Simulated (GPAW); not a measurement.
Runs of GPAW 26.7.0 on Ag. Symmetry: Fm-3m, No. 225, cubic system. Conventional cell: a = 4.085 Å, b = 4.085 Å, c = 4.085 Å, α = 90.00°, β = 90.00°, γ = 90.00°. Ag (site symmetry m-3m) is surrounded by 12 Ag at 2.89 Å. 

| level | gap on the mesh (eV) | pressure (GPa) | relaxed volume (Å³/atom) |
| --- | --- | --- | --- |
| PBEsol+D4 | none | 0.0 | 16.21 |
| PBEsol+D3(BJ)+ATM | none | 0.0 | 16.07 |
| PBEsol | none | 0.1 | 16.60 |
| PBEsol+D3(BJ) | none | 0.0 | (b) |
| PBEsol+D3 | none | 0.0 | (a) |

Alike in all rows: task relaxation of cell and atoms; potentials or basis PAW data sets generated in the run's folder for this functional, pw; no spin polarisation; cell relaxed; k mesh 11 × 11 × 11; cutoff (eV) 600; smearing fermi-dirac 0.05 eV.

Q: Fill in the values left out.

A: (a) 16.03; (b) 15.91.

Caveats: later steps reuse the first step's grids; pairwise dispersion overbinds metals, which lowers pressure and volume (some runs).

A k mesh can miss the band edges, and the runs leave out spin-orbit coupling on Ag.

A gap of «none» marks a metal or a gap under the smearing width.
